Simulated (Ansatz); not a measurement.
# Na: the cost of one run

Method: DFT PBE, scalar-relativistic, in Ansatz 0.2.0.

## 1. Starting point

The structure is cubic, space group Im-3m (No. 229). Conventional cell: a = 4.235 Å, b = 4.235 Å, c = 4.235 Å, α = 90.00°, β = 90.00°, γ = 90.00°. Na (site symmetry m-3m) has 8 Na at 3.67 Å in its first shell of neighbours.

As a file:

```xyz
1
Lattice="-2.1175 2.1175 2.1175 2.1175 -2.1175 2.1175 2.1175 2.1175 -2.1175" Properties=species:S:1:pos:R:3 pbc="T T T"
Na    0.0000    0.0000    0.0000
```

## 2. After the deformation

Space group Im-3m before, I4/mmm after.

## 3. Full-potential LAPW

The input, input.yaml:

```yaml
crystal:
  lattice:
    - [-2.133562177, 2.133562177, 2.0857375]
    - [2.133562177, -2.133562177, 2.0857375]
    - [2.133562177, 2.133562177, -2.0857375]
  atoms:
    - { symbol: Na, position: [0.0, 0.0, 0.0] }
kpoints:
  mp_grid: { grid: [11, 11, 11] }
scf:
  occupations: { method: fermi_dirac, width: 0.03 }
hamiltonian:
  xc: pbe
  pseudopotentials: { kind: all_electron, lapw: { basis_error: 0.0005 } }
output:
  forces: true
  stress: true
  eigenvalues: true
```

On the command line:

```console
$ ansatz run input.yaml --threads 1 --pin off --max-ram 2048MiB --backend cpu --events-out ev --progress --plain --runs-dir out
```

What time and memory should one allow on 1 thread of Arm Neoverse V1, shared host?

About 3.9 s, with a peak of 0.21 GiB.
